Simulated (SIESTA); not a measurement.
Crystal: Cl.

```
Cl
1.0
     3.14500   -2.25000    0.00000
     3.14500    2.25000    0.00000
     0.00000    0.00000    8.21000
Cl
4
Direct
  0.37000 0.63000 0.40000
  0.13000 0.87000 0.90000
  0.63000 0.37000 0.60000
  0.87000 0.13000 0.10000
```

Base run:

* Program: SIESTA 5.4.2
* Functional: LDA
* Potentials or basis: PseudoDojo 0.4 standard (LDA files)
* Basis: DZP (energy shift 0.003 Ry)
* Grid cutoff: 800 Ry
* Energy shift: 0.003 Ry
* k mesh: 7 × 7 × 4
* Occupations: fermi-dirac, width 0.05 eV
* Spin: no spin polarisation

Its results: band gap on the k mesh 2.31 eV, indirect (least direct gap 2.35 eV); pressure -2.5 GPa; largest force 0.537 eV/Å.

Q: The run is repeated on the same cell with these changes: functional from LDA to PBE; potentials or basis from PseudoDojo 0.4 standard (LDA files) to PseudoDojo 0.4 standard (PBE files). What comes out?

A: Band gap on the k mesh 2.47 eV, indirect (least direct gap 2.50 eV); pressure 0.7 GPa; largest force 0.693 eV/Å.

Caveats: the basis of atomic orbitals isn't converged, which shifts pressures, moduli and gaps.
